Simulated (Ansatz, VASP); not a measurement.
## Two plane-wave programs on Ir

```
Ir
1.0
     2.69480    0.00000    0.00000
    -1.34740    2.33376    0.00000
     0.00000    0.00000    4.39131
Ir
2
Direct
  0.66667 0.33333 0.75000
  0.33333 0.66667 0.25000
```

Alike in both runs: functional PBEsol; dispersion D3(BJ); k mesh 12 × 12 × 7; occupations fermi-dirac, width 0.01 eV; no spin polarisation.

Ansatz relaxed the structure, and its values are those at the end. VASP's run is a single point on that final structure, the one shown.

|  | VASP | Ansatz |
| --- | --- | --- |
| version | VASP 6.6.1 | Ansatz 0.2.0 |
| potentials or method | VASP PAW PBE potentials, release 64 (Ir) | plane waves, PAW |
| plane-wave cutoff (eV) | 520 | 470 |
| valence electrons in the cell | 18 | 34 |

```csv
,VASP,Ansatz,Ansatz less VASP
pressure (GPa),1.2,0.0,-1.18
dispersion energy (meV/atom),-732.4,-732.6,-0.22
```

The two sets of potentials don't hold the same shells in valence. Ansatz warned: «stress_scf_threshold_loose».

Caveats: the PAW data sets were made with another functional, which shifts forces and pressure a little (VASP); pairwise dispersion overbinds metals, which lowers pressure and volume. The runs have no spin-orbit coupling, so splittings on Ir are missing.
